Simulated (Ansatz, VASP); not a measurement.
# One calculation of BN, two programs

INCAR

```
PREC = Accurate
ENCUT = 520
EDIFF = 1E-7
ISMEAR = 0
SIGMA = 0.05
LREAL = F
LASPH = T
NELM = 80
ALGO = Normal
ISIF = 2
LWAVE = F
LCHARG = F
GGA = PE
IVDW = 12
NBANDS = 16
```

File KPOINTS:

```
Automatic mesh
0
Gamma
  12 12 4
```

The input POSCAR:

```
BN
1.0
    2.3563464098      0.0000000000      0.0000000000
   -1.1781732049      2.0406558510      0.0000000000
    0.0000000000      0.0000000000      7.5221150347
B N
2 2
Direct
    0.3333333333      0.6666666667      0.2500000000
    0.6666666667      0.3333333333      0.7500000000
    0.3333333333      0.6666666667      0.7500000000
    0.6666666667      0.3333333333      0.2500000000
```

Input for Ansatz:

```yaml
crystal:
  lattice:
    - [2.3563464098, 0.0, 0.0]
    - [-1.1781732049, 2.040655851, 0.0]
    - [0.0, 0.0, 7.5221150347]
  atoms:
    - { symbol: B, position: [0.3333333333, 0.6666666667, 0.25] }
    - { symbol: B, position: [0.6666666667, 0.3333333333, 0.75] }
    - { symbol: "N", position: [0.3333333333, 0.6666666667, 0.75] }
    - { symbol: "N", position: [0.6666666667, 0.3333333333, 0.25] }
basis:
  ecutwfc: 420
kpoints:
  mp_grid: { grid: [12, 12, 4] }
hamiltonian:
  xc: pbe
  dispersion: d3bj
scf:
  occupations: { method: gaussian, width: 0.05 }
output:
  forces: true
  stress: true
  eigenvalues: true
```

Alike in both runs: task single point; functional PBE; dispersion D3(BJ); k mesh 12 × 12 × 4; occupations gaussian, width 0.05 eV; no spin polarisation.

|  | VASP | Ansatz |
| --- | --- | --- |
| version | VASP 6.6.1 | Ansatz 0.2.0 |
| potentials or method | VASP PAW PBE potentials, release 64 (B, N) | scalar-relativistic, plane waves, PAW |
| plane-wave cutoff (eV) | 520 | 420 |
| valence electrons in the cell | 16 | 16 |

|  | VASP | Ansatz | Ansatz less VASP |
| --- | --- | --- | --- |
| gap on the k mesh at the Fermi level (eV) | 4.47 | 4.48 | +0.010 |
| least direct gap on the mesh (eV) | 5.13 | 5.14 | +0.005 |

 A k mesh can miss the band edges.
